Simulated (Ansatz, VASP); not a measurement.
# Sb: VASP beside Ansatz

Contents of INCAR:

```
SYSTEM = Sb
  PREC = Accurate
  ENCUT = 520
  EDIFF = 1E-7
  ISMEAR = 0
  SIGMA = 0.15
  LREAL = .FALSE.
  LASPH = .TRUE.
  NELM = 100
  ALGO = Fast
  ISIF = 2
  LWAVE = .FALSE.
  LCHARG = .FALSE.
  GGA = CA
  NBANDS = 8
```

Contents of KPOINTS:

```
regular mesh
0
G
  22 22 22
  0 0 0
```

The input POSCAR:

```
Sb
1.0
   -1.5765401831      1.5765401831      2.7119384313
    1.5765401831     -1.5765401831      2.7119384313
    1.5765401831      1.5765401831     -2.7119384313
Sb
1
Direct
    0.0000000000      0.0000000000      0.0000000000
```

Input for Ansatz:

```yaml
crystal:
  lattice:
    - [-1.5765401831, 1.5765401831, 2.7119384313]
    - [1.5765401831, -1.5765401831, 2.7119384313]
    - [1.5765401831, 1.5765401831, -2.7119384313]
  atoms:
    - { symbol: Sb, position: [0.0, 0.0, 0.0] }
basis:
  ecutwfc: 420
kpoints:
  mp_grid: { grid: [22, 22, 22] }
hamiltonian:
  xc: lda
scf:
  occupations: { method: gaussian, width: 0.15 }
output:
  forces: true
  stress: true
  eigenvalues: true
```

This isn't the form of Sb at room conditions, which is rhombohedral.

Alike in both runs: task single point; functional LDA; k mesh 22 × 22 × 22; occupations gaussian, width 0.15 eV; no spin polarisation.

|  | VASP | Ansatz |
| --- | --- | --- |
| version | VASP 6.6.1 | Ansatz 0.2.0 |
| potentials or method | VASP PAW LDA potentials, release 64 (Sb) | scalar-relativistic, plane waves, PAW |
| plane-wave cutoff (eV) | 520 | 420 |
| valence electrons in the cell | 5 | 15 |

```csv
,VASP,Ansatz,Ansatz less VASP
gap on the k mesh at the Fermi level (eV),none,none,-
pressure (GPa),-2.2,-2.3,-0.10
largest component of the traceless stress (GPa),0.10,0.15,+0.055
```

A gap of «none» marks a metal or a gap that the smearing closes. The two sets of potentials don't hold the same shells in valence.

Spin-orbit coupling is left out, which matters for the levels of Sb.
